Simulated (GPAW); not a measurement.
Fe:

```
CELL_PARAMETERS angstrom
2.43416 0.00000 0.00000
-1.21708 2.10804 0.00000
0.00000 0.00000 3.84193
ATOMIC_POSITIONS crystal
Fe 0.66667 0.33333 0.75000
Fe 0.33333 0.66667 0.25000
```

This isn't the form of Fe at room conditions, which is bcc.

| Item | Value |
| --- | --- |
| Program | GPAW 26.7.0 |
| Task | relaxation of cell and atoms |
| Functional | rSCAN |
| Dispersion | D4 |
| Potentials or basis | GPAW PAW data sets (gpaw-data 1.2.1) |
| Cutoff | 600 eV |
| Basis | pw |
| k mesh | 9 × 9 × 5 |
| Occupations | fermi-dirac, width 0.05 eV |
| Spin | collinear spin, ferromagnetic start |
| Starting moments | [3.0, 3.0] μB |

At the start: pressure 54.0 GPa; volume 9.86 Å³/atom.

Q: How do energy, volume and symmetry change on relaxing?

A: Over 9 steps the energy falls by 364.4 meV/atom and the volume is 12.17 Å³/atom (+23.5 %); space group P6_3/mmc (No. 194, to 0.05 Å); moment 5.58 μB per cell.

The path:
```
step  energy change (eV)  largest force (eV/Å)  pressure (GPa)  volume (Å³)
   1              0.0000                0.0000           54.02        19.71
   2             -0.3962                0.0001           28.81        21.17
   3             -0.6911                0.0001            5.68        23.52
   4             -0.7191                0.0001            1.11        24.35
   5             -0.7232                0.0001           -1.18        24.72
   6             -0.7240                0.0001           -1.15        24.70
   7             -0.7280                0.0004            0.41        24.26
   8             -0.7287                0.0001           -0.21        24.39
   9             -0.7288                0.0001           -0.01        24.34
```

Final structure:
```yaml
crystal:
  lattice:
    - [2.53556, 0.00000, 0.00000]
    - [-1.26778, 2.19586, 0.00000]
    - [0.00000, 0.00000, 4.37251]
  atoms:
    - { symbol: Fe, position: [0.66667, 0.33333, 0.75000] }
    - { symbol: Fe, position: [0.33333, 0.66667, 0.25000] }
```

Caveat: each step starts from the last one's moments, so a moment once lost doesn't come back; later steps reuse the first step's grids; the volume moved by over 15 % at a fixed basis, so the end points are rough; the PAW data sets were made with another functional, which shifts forces and pressure a little; pairwise dispersion overbinds metals, which lowers pressure and volume.
